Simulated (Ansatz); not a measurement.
Wanted: the native input for an Ansatz 0.2.0 run.

```yaml
Task: relaxation of cell and atoms
Functional: LDA
Potentials_or_basis: all-electron LAPW, scalar-relativistic
Basis_error_allowed: 0.001 eV/atom
k_mesh: 8 × 8 × 8
Occupations: fermi-dirac, width 0.05 eV
Spin: no spin polarisation
```

CdSe:

```
Cd Se
1.0
     0.00000    3.07027    3.07027
     3.07027    0.00000    3.07027
     3.07027    3.07027    0.00000
Cd Se
1 1
Direct
  0.00000 0.00000 0.00000
  0.25000 0.25000 0.25000
```

Measurements of this composition are mostly on another form, of space group No. 186.

One way to write it, as run:

input.yaml

```yaml
crystal:
  lattice:
    - [0.0, 3.0702711986, 3.0702711986]
    - [3.0702711986, 0.0, 3.0702711986]
    - [3.0702711986, 3.0702711986, 0.0]
  atoms:
    - { symbol: Cd, position: [0.0, 0.0, 0.0] }
    - { symbol: Se, position: [0.25, 0.25, 0.25] }
kpoints:
  mp_grid: { grid: [8, 8, 8] }
scf:
  occupations: { method: fermi_dirac, width: 0.05 }
hamiltonian:
  xc: lda
  pseudopotentials: { kind: all_electron, lapw: { basis_error: 0.001 } }
output:
  forces: true
  stress: true
relax:
  f_tol: 0.01
  max_steps: 60
  cell: {}
```

Potentials or basis: all-electron LAPW, scalar-relativistic.

Run with:

```bash
$ ansatz run input.yaml --threads 1 --pin off --max-ram 3072MiB --backend cpu --events-out ev --progress --plain --runs-dir out
```

Results of the run:

```json
{"Relaxed volume": "27.12 Å³/atom", "Relaxed cell": "a = 4.249 Å, b = 4.249 Å, c = 4.249 Å, α = 60.00°, β = 60.00°, γ = 60.00°", "Space group after relaxing (to 0.05 Å)": "F-43m (No. 216)", "Energy gained by relaxing": "19.7 meV/atom", "Ionic steps": "5", "Pressure after relaxing": "0.0 GPa", "Band gap on the k mesh": "0.40 eV"}
```

It took 44 s on 1 thread of Arm Neoverse V2, with other jobs on the host, peak memory 0.3 GiB.
